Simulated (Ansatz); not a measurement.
**CH4N2O (SMILES NC(N)=O): the vertical ionisation energy from total energies**

The species is CH4N2O (8 atoms), meant as a singlet with charge 0. As SMILES, `NC(N)=O`. The shape is that of a PBE0-D4/def2-TZVP optimisation. This is one conformer, not always the lowest.

```xyz
8

N    -0.0912    1.1532   -0.2361
C    -0.2424   -0.2061   -0.3910
N     0.3264   -0.9533    0.6153
O    -0.8251   -0.7014   -1.3304
H    -0.6705    1.6930   -0.8566
H    -0.0039    1.5211    0.6961
H     0.3871   -1.9340    0.3995
H     1.1196   -0.5725    1.1032
```

Both states at this one shape; open shells run unrestricted unless said. 1 Eh = 27.2114 eV.

```tsv
level	program	singlet CH4N2O (Eh)	doublet CH4N2O+ (Eh)
HF/3-21G	Ansatz	-222.732209	-222.419887
B3LYP/def2-SVPD	Ansatz	-225.130554	-224.760003
MP2/def2-SVPD, 4 core orbitals frozen	Ansatz	-224.519663	-224.133663
```

Task: Work out the vertical ionisation energy at each level.

Result: 
1. HF/3-21G: -222.419887 − (-222.732209) = 0.312322 Eh = 8.50 eV.
2. B3LYP/def2-SVPD: -224.760003 − (-225.130554) = 0.370551 Eh = 10.08 eV.
3. MP2/def2-SVPD: -224.133663 − (-224.519663) = 0.386000 Eh = 10.50 eV.

No measured value is set beside it here; the levels span 8.50 to 10.50 eV. Hartree–Fock favours the state with fewer electron pairs, since it lacks pair correlation.
